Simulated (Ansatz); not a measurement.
`[OH][GeH]([F])[F]` + `F[C](F)F`• → `[OH][Ge]([F])[F]`• + `FC(F)F`  (hydrogen abstraction from a Ge–H bond)

Gas-phase electronic energies from Ansatz, PBE0-D4/def2-TZVP geometries. CBS: MP2 limit from def2 TZ/QZ plus the TZ coupled-cluster correction, frozen cores. This one scheme is used for every species. Functionals use def2-TZVPP. HSE06 is defined as in plane-wave codes. Open shells (•) are unrestricted, without spin–orbit coupling. For Ge outer-core shells are correlated without core-valence functions, which leaves a few kJ/mol of doubt a bond. Scalar relativity is left out up to krypton. Each species was taken in one conformer, which may not be the lowest.

Question: Is it downhill or uphill in electronic energy at CCSD(T)/CBS, and by how much? (An estimate is asked.)

Answer: Ansatz gave: Downhill: ΔE = -0.85 eV.

Question: What do these levels give: B97M-V, PBE0-D4, r2SCANh-D4, BHLYP-D4, CAM-B3LYP-D4, PBE, r2SCAN, PBE0, HSE06, RPA@PBE/def2-TZVPP, MP2/def2-SVP, CCSD/CBS(def2)? (Estimate.)

Answer: Computed: B97M-V -0.93, PBE0-D4 -0.91, r2SCANh-D4 -0.85, BHLYP-D4 -0.84, CAM-B3LYP-D4 -0.89, PBE -1.02, r2SCAN -0.87, PBE0 -0.91, HSE06 -0.92, RPA@PBE/def2-TZVPP -0.89, MP2/def2-SVP -0.79, CCSD/CBS(def2) -0.82 eV.

Largest T1 diagnostic among the species: 0.015.

From PBE to PBE0 (25 % exact exchange), in def2-TZVPP and without D4, ΔE moves by +0.11 eV. In def2-TZVPP, CCSD(T) changes the Hartree–Fock value by −0.25 eV (the triples alone add −0.03 eV) and MP2 by −0.31 eV. At CCSD(T), def2-SVP lies +0.09 eV from the extrapolated value and def2-TZVPP −0.01 eV.
